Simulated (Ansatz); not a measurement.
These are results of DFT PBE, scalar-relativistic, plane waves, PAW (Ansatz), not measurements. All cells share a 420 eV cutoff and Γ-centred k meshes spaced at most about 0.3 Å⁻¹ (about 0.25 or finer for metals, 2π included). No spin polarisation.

These are static total energies at zero pressure.

Two forms of PbO2 were relaxed alike.

A.

```xyz
6
Lattice="5.0821 0.0000 0.0000 0.0000 5.0821 0.0000 0.0000 0.0000 3.4435" Properties=species:S:1:pos:R:3 pbc="T T T"
Pb    0.0000    0.0000    0.0000
Pb    2.5410    2.5410    1.7217
O     1.5651    1.5651    0.0000
O     0.9759    4.1062    1.7217
O     4.1062    0.9759    1.7217
O     3.5169    3.5169    0.0000
```

B.

```xyz
6
Lattice="-2.1485 2.1485 5.4617 2.1485 -2.1485 5.4617 2.1485 2.1485 -5.4617" Properties=species:S:1:pos:R:3 pbc="T T T"
Pb    0.0000    0.0000    0.0000
Pb    0.0000    2.1485    2.7309
O     0.0000    0.0000    8.7285
O     0.0000    2.1485    4.9258
O     0.0000    2.1485    0.5359
O     0.0000    0.0000    2.1949
```

Question: Which would you expect to be lower, and how large is the difference?

Answer: A is lower, by 48 meV/atom. A has the rutile type, space group P4_2/mnm (No. 136), 14.8 Å³/atom and no gap on its mesh; B has the anatase type, space group I4_1/amd (No. 141), 16.8 Å³/atom and no gap. The denser one is the lower, and pressure would at first widen the difference. In A, around Pb lie 6 O at 2.21 Å; around O lie 3 Pb at 2.21 Å. In B, Pb is surrounded by 6 O at 2.19–2.21 Å; around O lie 3 Pb at 2.19–2.21 Å. Origin: A, reached from a cell as deposited in COD, among other starts; B, invented.

These runs have no spin–orbit coupling, which can matter for Pb. The zero gap of P4_2/mnm, I4_1/amd may come from the functional, which often closes small gaps. Cells relaxed within their symmetry can be saddle points.
